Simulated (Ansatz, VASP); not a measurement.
# C (Graphite) in two plane-wave programs, part 2 of 2

Aim: how closely do two programs agree when they are given the same cell, functional and k mesh? The structure shown comes from an earlier Ansatz run, which isn't shown and may have moved the atoms alone.

VASP 6.6.1 and Ansatz 0.2.0.

So far: The starting structure; Ansatz: elastic constants, LDA.

### 3. VASP: elastic constants, LDA

Level of this step: LDA; plane waves and PAW (C) (VASP).

The same cell, functional (in two slightly different forms), mesh and smearing now go to VASP, with its own data sets.

Lines of VASP's logs that name or quote its potential files are left out, and so is its time.

File INCAR:

```
SYSTEM = C
PREC = Accurate
ENCUT = 600
EDIFF = 1E-08
NELM = 120
ISMEAR = 1
SIGMA = 0.25
LREAL = .FALSE.
ALGO = Normal
GGA = CA
NBANDS = 14
LORBIT = 11
LWAVE = .FALSE.
LCHARG = .FALSE.
ISIF = 3
IBRION = 6
NFREE = 2
POTIM = 0.015
NSW = 1
LASPH = .TRUE.
GGA_COMPAT = .FALSE.
KPAR = 2
```

File POSCAR:

```
C
1.0
    2.4449190193      0.0000000000      0.0000000000
   -1.2224595096      2.1173619809      0.0000000000
    0.0000000000      0.0000000000      6.6487913236
C
4
Direct
    0.0000000000      0.0000000000      0.7500000000
    0.0000000000      0.0000000000      0.2500000000
    0.3333333333      0.6666666667      0.7500000000
    0.6666666667      0.3333333333      0.2500000000
```

File KPOINTS:

```
Automatic mesh
0
Gamma
18 18 6
0 0 0
```

The projector-augmented-wave data sets are C (LDA family, release 64).

Command:

```console
$ mpirun -np 2 vasp_std
```

Numbers of over 12 decimals in the logs are rounded to 6 here.

Log:

```text
[banner, memory and clock lines left out]
running    2 mpi-ranks, on    1 nodes
 distrk:  each k-point on    1 cores,    2 groups
 distr:  one band on    1 cores,    1 groups

 POSCAR found type information on POSCAR C
 POSCAR found :  1 types and       4 ions
 LDA part: xc-table for (Slater(with rela. corr.)+CA(PZ))
 , standard interpolation
 POSCAR, INCAR and KPOINTS ok, starting setup
 FFT: planning ... GRIDC
 FFT: planning ... GRID_SOFT
 FFT: planning ... GRID
 WAVECAR not read
 entering main loop
       N       E                     dE             d eps       ncg     rms          rms(c)
DAV:   1     0.404916992554E+02    0.40492E+02   -0.88282E+03  4168   0.118E+03
DAV:   2    -0.399690414080E+02   -0.80461E+02   -0.73264E+02  5652   0.220E+02
DAV:   3    -0.433128804212E+02   -0.33438E+01   -0.33196E+01  5422   0.427E+01
DAV:   4    -0.433491762062E+02   -0.36296E-01   -0.36273E-01  5086   0.535E+00
DAV:   5    -0.433499035209E+02   -0.72731E-03   -0.72692E-03  5554   0.718E-01    0.941E+00
DAV:   6    -0.411371480255E+02    0.22128E+01   -0.18444E+00  4810   0.896E+00    0.533E+00
DAV:   7    -0.404592765918E+02    0.67787E+00   -0.19837E+00  4726   0.951E+00    0.146E+00
DAV:   8    -0.404618016824E+02   -0.25251E-02   -0.91235E-02  4978   0.200E+00    0.337E-01
DAV:   9    -0.404598954594E+02    0.19062E-02   -0.36800E-03  5314   0.443E-01    0.104E-01
DAV:  10    -0.404598652106E+02    0.30249E-04   -0.38690E-04  4924   0.142E-01    0.367E-02
DAV:  11    -0.404598651710E+02    0.39644E-07   -0.12784E-05  5128   0.280E-02    0.341E-03
DAV:  12    -0.404598650727E+02    0.98279E-07   -0.37205E-07  5392   0.479E-03    0.239E-03
DAV:  13    -0.404598650876E+02   -0.14917E-07   -0.42145E-08  5116   0.161E-03    0.356E-04
DAV:  14    -0.404598650848E+02    0.28524E-08   -0.19605E-09  3392   0.360E-04
   1 F= -.40459865E+02 E0= -.40459618E+02  d E =-.739757E-03
[... from here on, the cycles between the ionic steps are left out ...]
   2 F= -.40435861E+02 E0= -.40435674E+02  d E =-.560527E-03
   3 F= -.40429718E+02 E0= -.40429518E+02  d E =-.600263E-03
   4 F= -.40435902E+02 E0= -.40435720E+02  d E =-.544801E-03
  12 F= -.40459787E+02 E0= -.40459552E+02  d E =-.706795E-03
  13 F= -.40459787E+02 E0= -.40459552E+02  d E =-.706798E-03
  14 F= -.40453535E+02 E0= -.40453310E+02  d E =-.673408E-03
  15 F= -.40453535E+02 E0= -.40453310E+02  d E =-.673406E-03
  16 F= -.40457912E+02 E0= -.40457667E+02  d E =-.736238E-03
  17 F= -.40457913E+02 E0= -.40457667E+02  d E =-.736239E-03
  18 F= -.40453539E+02 E0= -.40453314E+02  d E =-.674907E-03
  19 F= -.40453539E+02 E0= -.40453314E+02  d E =-.674913E-03
  20 F= -.40457895E+02 E0= -.40457649E+02  d E =-.739318E-03
 Finite differences progress:
  Degree of freedom:  10/ 10
  Displacement:        1/  2
  Total:              19/ 20
 bond charge predicted
       N       E                     dE             d eps       ncg     rms          rms(c)
DAV:   1    -0.404587442101E+02   -0.84917E-03   -0.16553E+00  5656   0.993E+00    0.283E-01
DAV:   2    -0.404582110820E+02    0.53313E-03   -0.10302E-02  6616   0.894E-01    0.163E-01
DAV:   3    -0.404578908755E+02    0.32021E-03   -0.87161E-04  7066   0.285E-01    0.361E-02
DAV:   4    -0.404578951415E+02   -0.42660E-05   -0.16653E-04  6676   0.985E-02    0.132E-02
DAV:   5    -0.404578950328E+02    0.10866E-06   -0.25186E-06  7486   0.131E-02    0.273E-03
DAV:   6    -0.404578950281E+02    0.47230E-08   -0.19057E-07  6830   0.381E-03    0.806E-04
DAV:   7    -0.404578950282E+02   -0.92996E-10   -0.21773E-08  6642   0.123E-03
  21 F= -.40457895E+02 E0= -.40457649E+02  d E =-.739317E-03
 Finite differences progress:
  Degree of freedom:  10/ 10
  Displacement:        2/  2
  Total:              20/ 20
```

From OUTCAR (step 3):

```text
ion  position               nearest neighbor table
   1  0.000  0.000  0.750-   3 1.41   3 1.41   3 1.41
   2  0.000  0.000  0.250-   4 1.41   4 1.41   4 1.41
   3  0.333  0.667  0.750-   1 1.41   1 1.41   1 1.41
   4  0.667  0.333  0.250-   2 1.41   2 1.41   2 1.41

  LATTYP: Found a hexagonal cell.
 ALAT       =     2.4449190193
 C/A-ratio  =     2.7194321248

 Subroutine GETGRP returns: Found 24 space group operations
 (whereof 12 operations were pure point group operations)

The static configuration has the point symmetry D_3d.
 The point group associated with its full space group is D_6h.

 Found    148 irreducible k-points:

   k-points           NKPTS =    148   k-points in BZ     NKDIM =    148   number of bands    NBANDS=     14

   dimension x,y,z NGX =    20 NGY =   20 NGZ =   54
   dimension x,y,z NGXF=    40 NGYF=   40 NGZF=  108

   ENCUT  =  600.0 eV  44.10 Ry    6.64 a.u.   4.88  4.88 13.28*2*pi/ulx,y,z

   NELECT =      16.0000    total number of electrons

 k-points in reciprocal lattice and weights: Automatic mesh
   0.00000000  0.00000000  0.00000000       0.001
   0.05555556  0.00000000  0.00000000       0.003
   0.11111111  0.00000000  0.00000000       0.003
   0.16666667  0.00000000  0.00000000       0.003
   0.22222222 -0.00000000  0.00000000       0.003
   0.27777778  0.00000000  0.00000000       0.003
   0.33333333 -0.00000000  0.00000000       0.003
   0.38888889  0.00000000  0.00000000       0.003
   0.44444444 -0.00000000  0.00000000       0.003
[...]
13      13.1964      0.00000
    ...

  Total        0.1483044      0.1483044     -0.0923287      0.0000000     -0.0000000      0.0000000
  in kB        6.9033864      6.9033864     -4.2977869      0.0000000     -0.0000000      0.0000000
  external PRESSURE =       3.1696620 kB  Pullay stress =       0.0000000 kB

  energy-cutoff  :      600.00
  volume of cell :       34.42
      direct lattice vectors                 reciprocal lattice vectors
     2.444919019  0.000000000  0.000000000     0.409011502  0.236142901  0.000000000
    -1.222459510  2.117361981  0.000000000     0.000000000  0.472285801  0.000000000
     0.000000000  0.000000000  6.648791324     0.000000000  0.000000000  0.150403277

 POSITION                                       TOTAL-FORCE (eV/Angst)
 -----------------------------------------------------------------------------------
      0.00000      0.00000      4.98659         0.000000      0.000000     -0.257369
      0.00000      0.00000      1.66220        -0.000000      0.000000     -0.003695
     -0.00000      1.41157      4.97159         0.000000      0.000000      0.262665
      1.22246      0.70579      1.66220         0.000000     -0.000000     -0.001602
 -----------------------------------------------------------------------------------
    total drift:                               -0.000000     -0.000000     -0.000174

  FREE ENERGIE OF THE ION-ELECTRON SYSTEM (eV)
  ---------------------------------------------------
  free  energy   TOTEN  =       -40.4578950282 eV

  energy  without entropy=      -40.4571557116  energy(sigma->0) =      -40.45764859

  SYMMETRIZED ELASTIC MODULI (kBar)
 Direction    XX          YY          ZZ          XY          YZ          ZX
 --------------------------------------------------------------------------------
 XX       11197.7769   1837.3881    -41.9464      0.0000     -0.0000      0.0000
 YY        1837.3881  11197.7769    -41.9464      0.0000     -0.0000     -0.0000
 ZZ         -41.9464    -41.9464    288.6759     -0.0000     -0.0000      0.0000
 XY           0.0000      0.0000     -0.0000   4680.1944     -0.0000     -0.0000
 YZ           0.0000     -0.0000     -0.0000     -0.0000     27.4417      0.0000
 ZX           0.0000      0.0000      0.0000     -0.0000      0.0000     27.4416
 --------------------------------------------------------------------------------

 Eigenvectors and eigenvalues of the dynamical matrix
 ----------------------------------------------------

   1 f  =   47.905553 THz   300.999467 2PiTHz 1597.957247 cm-1   198.121359 meV
             X         Y         Z           dx          dy          dz
      0.000000  0.000000  4.986593     0.385261    0.318730    0.000000
      0.000000  0.000000  1.662198     0.385261    0.318730    0.000000
     -0.000000  1.411575  4.986593    -0.385238   -0.318711   -0.000000
      1.222460  0.705787  1.662198    -0.385238   -0.318711   -0.000000

   2 f  =   47.905553 THz   300.999467 2PiTHz 1597.957247 cm-1   198.121359 meV
             X         Y         Z           dx          dy          dz
      0.000000  0.000000  4.986593     0.318730   -0.385261   -0.000000
      0.000000  0.000000  1.662198     0.318730   -0.385261   -0.000000
     -0.000000  1.411575  4.986593    -0.318711    0.385238   -0.000000
      1.222460  0.705787  1.662198    -0.318711    0.385238    0.000000

   3 f  =   47.802932 THz   300.354681 2PiTHz 1594.534179 cm-1   197.696953 meV
             X         Y         Z           dx          dy          dz
      0.000000  0.000000  4.986593    -0.385329   -0.318786    0.000000
      0.000000  0.000000  1.662198     0.385329    0.318786    0.000000
     -0.000000  1.411575  4.986593     0.385170    0.318655   -0.000000
      1.222460  0.705787  1.662198    -0.385170   -0.318655   -0.000000

   4 f  =   47.802932 THz   300.354681 2PiTHz 1594.534179 cm-1   197.696953 meV
             X         Y         Z           dx          dy          dz
      0.000000  0.000000  4.986593    -0.318786    0.385329   -0.000000
      0.000000  0.000000  1.662198     0.318786   -0.385329   -0.000000
     -0.000000  1.411575  4.986593     0.318655   -0.385170   -0.000000
      1.222460  0.705787  1.662198    -0.318655    0.385170    0.000000

   5 f  =   26.614650 THz   167.224778 2PiTHz  887.769168 cm-1   110.069299 meV
             X         Y         Z           dx          dy          dz
      0.000000  0.000000  4.986593    -0.000000   -0.000000   -0.500012
      0.000000  0.000000  1.662198     0.000000    0.000000   -0.500012
     -0.000000  1.411575  4.986593     0.000000    0.000000    0.499988
      1.222460  0.705787  1.662198     0.000000    0.000000    0.499988

   6 f  =   26.446960 THz   166.171148 2PiTHz  882.175618 cm-1   109.375787 meV
             X         Y         Z           dx          dy          dz
      0.000000  0.000000  4.986593    -0.000000    0.000000   -0.497671
      0.000000  0.000000  1.662198     0.000000   -0.000000    0.497671
     -0.000000  1.411575  4.986593     0.000000    0.000000    0.502319
      1.222460  0.705787  1.662198     0.000000   -0.000000   -0.502319

   7 f  =    3.335564 THz    20.957967 2PiTHz  111.262440 cm-1    13.794778 meV
             X         Y         Z           dx          dy          dz
      0.000000  0.000000  4.986593    -0.000000    0.000000   -0.502319
      0.000000  0.000000  1.662198     0.000000   -0.000000    0.502319
     -0.000000  1.411575  4.986593    -0.000000    0.000000   -0.497671
      1.222460  0.705787  1.662198     0.000000   -0.000000    0.497671

   8 f  =    1.250675 THz     7.858224 2PiTHz   41.718034 cm-1     5.172375 meV
             X         Y         Z           dx          dy          dz
      0.000000  0.000000  4.986593     0.385650    0.318074    0.000000
      0.000000  0.000000  1.662198    -0.385650   -0.318074    0.000000
     -0.000000  1.411575  4.986593     0.385809    0.318205    0.000000
      1.222460  0.705787  1.662198    -0.385809   -0.318205    0.000000

   9 f  =    1.250675 THz     7.858224 2PiTHz   41.718034 cm-1     5.172375 meV
             X         Y         Z           dx          dy          dz
      0.000000  0.000000  4.986593    -0.318074    0.385650    0.000000
      0.000000  0.000000  1.662198     0.318074   -0.385650   -0.000000
     -0.000000  1.411575  4.986593    -0.318205    0.385809    0.000000
      1.222460  0.705787  1.662198     0.318205   -0.385809   -0.000000

  10 f/i=    0.000639 THz     0.004018 2PiTHz    0.021331 cm-1     0.002645 meV
             X         Y         Z           dx          dy          dz
      0.000000  0.000000  4.986593     0.000000    0.000000   -0.499988
      0.000000  0.000000  1.662198     0.000000    0.000000   -0.499988
     -0.000000  1.411575  4.986593     0.000000    0.000000   -0.500012
      1.222460  0.705787  1.662198     0.000000    0.000000   -0.500012

  11 f/i=    0.001433 THz     0.009001 2PiTHz    0.047787 cm-1     0.005925 meV
             X         Y         Z           dx          dy          dz
      0.000000  0.000000  4.986593    -0.354137    0.352948    0.000000
      0.000000  0.000000  1.662198    -0.354137    0.352948    0.000000
     -0.000000  1.411575  4.986593    -0.354158    0.352969    0.000000
      1.222460  0.705787  1.662198    -0.354158    0.352969    0.000000

  12 f/i=    0.001433 THz     0.009001 2PiTHz    0.047787 cm-1     0.005925 meV
             X         Y         Z           dx          dy          dz
      0.000000  0.000000  4.986593    -0.352948   -0.354137   -0.000000
      0.000000  0.000000  1.662198    -0.352948   -0.354137   -0.000000
     -0.000000  1.411575  4.986593    -0.352969   -0.354158   -0.000000
      1.222460  0.705787  1.662198    -0.352969   -0.354158   -0.000000

 ELASTIC MODULI CONTR FROM IONIC RELAXATION (kBar)
 Direction    XX          YY          ZZ          XY          YZ          ZX
 --------------------------------------------------------------------------------
 XX        -288.2573    288.2573     -0.0000     -0.0000      0.0000      0.0000
 YY         288.2573   -288.2573      0.0000     -0.0000     -0.0000     -0.0000
 ZZ          -0.0000     -0.0000     -0.0000     -0.0000      0.0000      0.0000
 XY          -0.0000     -0.0000     -0.0000   -288.2573     -0.0000      0.0000
 YZ           0.0000     -0.0000      0.0000     -0.0000     -0.0000     -0.0000
 ZX           0.0000     -0.0000      0.0000      0.0000     -0.0000     -0.0000
 --------------------------------------------------------------------------------

 TOTAL ELASTIC MODULI (kBar)
 Direction    XX          YY          ZZ          XY          YZ          ZX
 --------------------------------------------------------------------------------
 XX       10909.5196   2125.6454    -41.9464      0.0000     -0.0000      0.0000
 YY        2125.6454  10909.5196    -41.9464      0.0000     -0.0000     -0.0000
 ZZ         -41.9464    -41.9464    288.6759     -0.0000     -0.0000      0.0000
 XY           0.0000      0.0000     -0.0000   4391.9371     -0.0000     -0.0000
 YZ           0.0000     -0.0000     -0.0000     -0.0000     27.4417      0.0000
 ZX           0.0000     -0.0000      0.0000     -0.0000      0.0000     27.4416
 --------------------------------------------------------------------------------

 total charge
# of ion       s       p       d       tot
------------------------------------------
    1        0.859   1.814   0.000   2.673
    2        0.859   1.814   0.000   2.673
    3        0.858   1.818   0.000   2.676
    4        0.858   1.818   0.000   2.676
--------------------------------------------------
tot          3.433   7.265   0.000  10.698
```

Levels, forces or a CONTCAR printed for this step are those of its last displaced cell, not of the structure at rest.

### 4. Differences

Known differences besides the potentials themselves: the two LDA forms differ slightly; the cutoff is 420 eV in Ansatz and 600 eV in VASP; VASP's log shows a relativistic correction to its local exchange, Ansatz's none; VASP takes each elastic constant from one size of strain, Ansatz from those that its log lists. Total energies have different zeros and are not compared.

The two programs side by side:

```
 quantity  Ansatz    VASP  difference
C11 (GPa)  1094.5  1091.0     +0.33 %
C22 (GPa)  1094.5  1091.0     +0.33 %
C33 (GPa)    29.1    28.9     +0.64 %
C12 (GPa)   214.4   212.6     +0.87 %
C13 (GPa)    -2.9    -4.2    -30.52 %
C23 (GPa)    -2.9    -4.2    -30.52 %
C44 (GPa)     3.3     2.7    +21.34 %
C55 (GPa)     3.3     2.7    +21.34 %
C66 (GPa)   440.0   439.2     +0.20 %
```

### 5. Results

| Item | Value |
| --- | --- |
| difference in C13 (elastic constants, LDA) | -31 % |

The difference in C13 is -31 % (elastic constants, LDA), beyond the 5 % picked in this series as the mark of a large difference. How closely two codes agree says nothing of how well the functional describes the real material.

[Lines on the potential files, build, host, timing and source positions are cut from VASP's logs without a mark.]

[Logs are printed without paths, hosts, clocks, repeated set-up lines and the standing remarks that a program may print on its own settings, such as how far it seeks lower states.]

[Hosts, paths, dates, database ids (printed as entryN), source tags and the programs' standing remarks are cut or masked in the printed files.]
